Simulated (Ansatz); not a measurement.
This guess for C is about to be relaxed.

```cif
data_structure
_symmetry_space_group_name_H-M 'P 1'
_symmetry_Int_Tables_number 1
_cell_length_a 2.5072
_cell_length_b 2.5072
_cell_length_c 11.8962
_cell_angle_alpha 90.000
_cell_angle_beta 90.000
_cell_angle_gamma 120.000
_cell_volume 64.76
loop_
_atom_site_label
_atom_site_type_symbol
_atom_site_fract_x
_atom_site_fract_y
_atom_site_fract_z
_atom_site_occupancy
C1 C 0.00000 0.00000 0.60180 1
C2 C 0.00000 0.00000 0.27060 1
C3 C 0.66667 0.33333 0.43603 1
C4 C 0.66667 0.33333 0.76770 1
C5 C 0.66667 0.33333 0.10237 1
C6 C 0.33333 0.66667 0.93591 1
C7 C 0.00000 0.00000 0.39820 1
C8 C 0.00000 0.00000 0.72940 1
C9 C 0.66667 0.33333 0.23230 1
C10 C 0.66667 0.33333 0.56397 1
C11 C 0.66667 0.33333 0.89763 1
C12 C 0.33333 0.66667 0.06409 1
```

Theory: Ansatz, DFT PBE, scalar-relativistic, plane waves, PAW. Cutoff 420 eV, Gaussian smearing, Γ-centred meshes. Cell and atoms relax first on a coarse mesh and then on a converged one. In between, the cell is made exact in the group found at 0.06 Å. The steps can't lower the symmetry of their start. No spin polarisation.

A guess keeps its type if space group and coordination stay and the shape of the cell changes little (axis ratios within about 15 %, angles within 6°); the volume may change.

Question: Does it keep its structure type, or change into something else?

Answer: It keeps its type. The symmetry stays P-6m2 (No. 187). The volume per atom grows by 5.7 %, from 5.4 to 5.7 Å³. The shortest distance goes from 1.52 Å (C–C) to 1.54 Å (C–C). The ratio c/a of the conventional cell changes by a factor of 1.05. Counting neighbours within 15 % of an atom's shortest distance, the start has C 4 and the end C 4.

Energies count from the standard state of C at the same level.

Question: At what energy does it end?

Answer: +0.151 eV/atom. So it is a metastable form at best.

The last run used a 12×12×2 mesh (in the run's order of axes) for its 12-atom cell and Gaussian smearing of 0.02 eV. The reference form of C is held partly by dispersion forces, which this level lacks. Symmetry constrained the relaxation, so the result can be a saddle point. Another cell of C relaxed alike, in Fd-3m, lies 14 meV/atom lower, so this cell isn't the stable form at this level.
